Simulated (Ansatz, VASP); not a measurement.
# Sb: VASP beside Ansatz

Contents of INCAR:

```
PREC = Accurate
ENCUT = 520
EDIFF = 1E-6
ISMEAR = 0
SIGMA = 0.026000000000000002
LREAL = False
LASPH = True
NELM = 60
ALGO = Normal
ISIF = 2
LWAVE = False
LCHARG = False
GGA = PE
NBANDS = 8
```

File KPOINTS:

```
regular mesh
0
Gamma
  8 8 8
```

File POSCAR:

```
Sb
1.0
    3.1600000000      0.0000000000      0.0000000000
    0.0000000000      3.1600000000      0.0000000000
    0.0000000000      0.0000000000      3.1600000000
Sb
1
Direct
    0.0000000000      0.0000000000      0.0000000000
```

input.yaml

```yaml
crystal:
  lattice:
    - [3.16, 0.0, 0.0]
    - [0.0, 3.16, 0.0]
    - [0.0, 0.0, 3.16]
  atoms:
    - { symbol: Sb, position: [0.0, 0.0, 0.0] }
hamiltonian:
  xc: pbe
  pseudopotentials: { kind: paw }
kpoints:
  mp_grid: { grid: [8, 8, 8] }
scf:
  occupations: { method: gaussian, width: 0.026 }
output:
  forces: true
  stress: true
  eigenvalues: true
```

This isn't the form of Sb at room conditions, which is rhombohedral.

Alike in both runs: task single point; functional PBE; k mesh 8 × 8 × 8; occupations gaussian, width 0.026 eV; no spin polarisation.

|  | VASP | Ansatz |
| --- | --- | --- |
| version | VASP 6.6.1 | Ansatz 0.2.0 |
| potentials or method | VASP PAW PBE potentials, release 64 (Sb) | Ansatz PAW |
| plane-wave cutoff (eV) | 520 | 420 |
| valence electrons in the cell | 5 | 15 |

|  | VASP | Ansatz | Ansatz less VASP |
| --- | --- | --- | --- |
| gap on the k mesh at the Fermi level (eV) | none | none | - |
| pressure (GPa) | -2.3 | -2.3 | +0.04 |

A gap of «none» marks a metal or a gap that the smearing closes. The two sets of potentials don't hold the same shells in valence.

The runs have no spin-orbit coupling, so splittings on Sb are missing.
